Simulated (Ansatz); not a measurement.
## Convergence test, Al3Ru2

Computed with DFT r2SCAN, scalar-relativistic, plane waves, PAW (Ansatz 0.2.0).

```yaml
crystal:
  lattice:
    - [-1.58462, 1.58738, 7.08807]
    - [1.51427, -1.42358, 7.03763]
    - [1.60722, 1.44618, -7.05278]
  atoms:
    - { symbol: Al, position: [0.96735, 0.01784, 0.97509] }
    - { symbol: Al, position: [0.86381, 0.75296, 0.00169] }
    - { symbol: Al, position: [0.20313, 0.18253, 0.00036] }
    - { symbol: Ru, position: [0.64698, 0.59005, 0.02920] }
    - { symbol: Ru, position: [0.35925, 0.37510, 0.95754] }
```

```json
{
  "plane-wave cutoff": "500 eV",
  "occupation rule": "Gaussian smearing, 0.1 eV",
  "spin treatment": "unpolarised"
}
```

The atoms are held and the k-point mesh is swept. Energies are extrapolated to zero smearing and count from the reference run, 10×10×12. The cell was strained and its atoms displaced at random, so that forces don't vanish. The meshes are Γ-centred. Pressure is positive in compression.

Times are rough; the reference took 95 s on 1 thread of Intel(R) Xeon(R) 6975P-C (Granite Rapids), on a shared host, peak memory 1.3 GiB.

Question: One run gave ΔE = -0.32 meV/atom and P = 7.47 GPa. Which k-point mesh did it use, of 1×1×1, 2×2×4, 4×4×4, 4×4×6, 6×6×8?

Answer: 6×6×8. All runs:

```csv
mesh,ΔE (meV/atom),P (GPa),largest change of a force component (eV/Å),irreducible points,wall time (s)
1×1×1,-184,7.96,1.998,1,4.2
2×2×4,-61.2,6.56,0.279,12,3.6
4×4×4,-2.00,7.45,0.231,36,6.8
4×4×6,4.41,7.56,0.068,52,11
6×6×8,-0.32,7.47,0.027,148,26
10×10×12,0.00,7.47,0.000,604,95
```